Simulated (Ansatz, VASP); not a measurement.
## Mo: VASP beside Ansatz

```
Mo
1.0
     2.81089    0.00000    0.00000
    -1.40545    2.43431    0.00000
     0.00000    0.00000    2.55437
Mo
1
Direct
  0.00000 0.00000 0.50000
```

Change from the starting cell: strain +0.025 along x and y, +0.025 along z, atoms carried along.

Alike in both runs: task single point; functional PBEsol; k mesh 24 × 24 × 24; occupations gaussian, width 0.15 eV; no spin polarisation.

|  | VASP | Ansatz |
| --- | --- | --- |
| version | VASP 6.6.1 | Ansatz 0.2.0 |
| potentials or method | VASP PAW PBE potentials, release 64 (Mo_sv) | scalar-relativistic, plane waves, PAW |
| plane-wave cutoff (eV) | 520 | 420 |
| valence electrons in the cell | 14 | 14 |

|  | VASP | Ansatz | Ansatz less VASP |
| --- | --- | --- | --- |
| gap on the k mesh at the Fermi level (eV) | none | none | - |
| pressure (GPa) | -13.9 | -14.3 | -0.41 |
| largest component of the traceless stress (GPa) | 0.75 | 0.89 | +0.140 |

A gap of «none» marks a metal or a gap that the smearing closes. With one functional, cell and mesh, what is left measures potentials, basis and numerics.

Caveats: the PAW data sets were made with another functional, which shifts forces and pressure a little (VASP).
